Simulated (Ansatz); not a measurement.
This script drives Ansatz 0.2.0 through its Python package.

`cssnbr3_eps.py`:
```python
"""Response of CsSnBr3 to an electric field."""

import ansatz as az
import numpy as np

params = {
    "xc": "PBE",
    "smearing": "fixed",
}

vectors = np.array([
    [5.83900561, 0.0, 0.0],
    [0.0, 5.83900561, 0.0],
    [0.0, 0.0, 5.83900561],
])
structure = (
    az.Lattice.of(vectors)
    .atom("Cs", [0.0, 0.0, 0.0])
    .atom("Sn", [0.5, 0.5, 0.5])
    .atom("Br", [0.5, 0.0, 0.5])
    .atom("Br", [0.5, 0.5, 0.0])
    .atom("Br", [0.0, 0.5, 0.5])
)

# an insulator: whole occupations
job = (
    structure.calculation()
    .basis(35 * az.Ry)
    .functional(params["xc"])
    .kpoints(3)
    .occupations(params["smearing"])
    .dielectric()
)
res = job.run(threads=1, backend="cpu")
response = res.dielectric
eps = np.asarray(response.eps_inf)

print("eps_inf")
print(np.round(eps, 3) + 0.0)
for site, z in zip(res.lattice.sites, response.zstar_e):
    print(f"{site.symbol:2s} Z* trace/3 = {np.trace(z) / 3:+.3f} e")
print(f"charge neutrality missed by {response.zstar_sum_residual_pre_e:.4f} e before the sum rule")
```

It is started by `python cssnbr3_eps.py`. Estimate its wall time and peak memory on 1 thread of AMD EPYC 7571, with other jobs on the host.

It took about 2.8 min, with a peak of 0.84 GiB, for 1 run of the engine.

Running `python cssnbr3_eps.py` prints:
```text
eps_inf
[[6.806 0.    0.   ]
 [0.    6.806 0.   ]
 [0.    0.    6.806]]
Cs Z* trace/3 = +1.333 e
Sn Z* trace/3 = +5.004 e
Br Z* trace/3 = -2.112 e
Br Z* trace/3 = -2.112 e
Br Z* trace/3 = -2.112 e
charge neutrality missed by 0.0003 e before the sum rule
```

Notes:
- With fixed filling the reported Fermi level is the top filled level among the k-points of the SCF.
- Pressure is positive in compression.
- This cell is a computed structure, which may not be the phase found in nature.
- This is the electronic (clamped-ion) response; a semilocal gap that is too small tends to raise it. The typed mesh is that of the SCF; the response is solved on denser meshes that the run picks.
